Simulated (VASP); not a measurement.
# HfC: equation of state with PBE

HfC:

```xyz
4
Lattice="3.3429 0.0000 0.0000 -1.6714 2.8950 0.0000 0.0000 0.0000 5.2027" Properties=species:S:1:pos:R:3 pbc="T T T"
Hf    0.0000    1.9300    1.3007
Hf    1.6714    0.9650    3.9020
C     0.0000    0.0000    2.6014
C     0.0000    0.0000    0.0000
```

The cell comes from a database or a generator and needn't be the stable form of this composition.

```
Program                : VASP 6.6.1
Task                   : equation of state
Functional             : PBE
Potentials or basis    : VASP PAW PBE potentials, release 64 (Hf_pv, C)
Cutoff                 : 520 eV
k mesh                 : 9 × 9 × 5
Occupations            : fermi-dirac, width 0.05 eV
Spin                   : no spin polarisation
Further INCAR settings : ALGO = Normal; EDIFF = 1e-07; NBANDS = 22
```

```json
{
  "Equilibrium volume": "12.51 Å³/atom",
  "Bulk modulus at fixed shape and positions": "237 GPa",
  "Pressure derivative of the bulk modulus": "4.1"
}
```

Energy against volume, from the lowest point:
| volume (Å³/atom) | energy (meV/atom) |
| --- | --- |
| 11.832 | 29.95 |
| 12.084 | 11.33 |
| 12.336 | 1.63 |
| 12.587 | 0.00 |
| 12.839 | 5.64 |
| 13.091 | 17.84 |
| 13.343 | 35.97 |

All runs of the series together: 3 min on 1 thread of Intel(R) Xeon(R) Platinum 8559C (Emerald Rapids), on a shared host.

Caveat: the cell was scaled at fixed shape and fractional positions, which overstates the stiffness of a crystal with free parameters, most of all of layers and chains. Spin-orbit coupling is left out, which matters for the levels of Hf.
